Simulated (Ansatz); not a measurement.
## EuS under compression and expansion

```xyz
2
Lattice="0.0000 2.9242 2.9242 2.9242 0.0000 2.9242 2.9242 2.9242 0.0000" Properties=species:S:1:pos:R:3 pbc="T T T"
Eu    0.0000    0.0000    0.0000
S     2.9242    2.9242    2.9242
```

The structure comes from a relaxation in the same program, started in the rocksalt type, and has space group Fm-3m. Whether it is a known phase or the ground state wasn't checked.

Where the f shell is localised, expect the real compound to differ from this run without U.

The magnetic state is the one reached from the start moments; no search over orders was made, so it needn't be the ground state.

No spin–orbit coupling, which matters for the heavy atoms here.

Levels of theory: DFT, PBE, all-electron LAPW, scalar-relativistic (Ansatz 0.2.0); DFT, PBE, PAW with Ansatz's default frozen-core files, scalar-relativistic (Ansatz 0.2.0).

For LAPW: a Γ-centred 10×10×10 k mesh, Fermi–Dirac smearing of 0.08 eV, basis error target 0.25 meV/atom, spin-polarised from start moments Eu1 7 μB. PAW takes a cutoff of 420 eV at this cell. The Ansatz runs share mesh, smearing and spin set-up. Plane-wave (PAW) pressures include the program's estimate of the Pulay term.

The cell above is scaled evenly, with fractional coordinates and shape held.

```tsv
V/V(cell)	V (Å³/atom)	P, LAPW (GPa)	P, PAW (GPa)	moment, LAPW (μB)	free energy over the lowest listed, PAW (meV/atom)
0.9600	24.005	2.44	2.31	6.93	7.0
0.9800	24.505	?	?	?	?
1.0000	25.005	0.11	0.00	6.95	0.0
1.0200	25.505	-0.88	-0.99	6.96	1.6
1.0400	26.006	-1.76	-1.87	6.97	6.0
```

(1) Fill in the row V/V(cell) = 0.9800.

(2) What do Birch–Murnaghan fits to the pressures give?

Results:

(1) P, LAPW (GPa) = 1.21, P, PAW (GPa) = 1.09, moment, LAPW (μB) = 6.94, free energy over the lowest listed, PAW (meV/atom) = 1.7.

(2) LAPW: V0 = 25.06 Å³/atom, B0 = 52 GPa, B0′ = 4.4; PAW: V0 = 25.00 Å³/atom, B0 = 52 GPa, B0′ = 4.4.
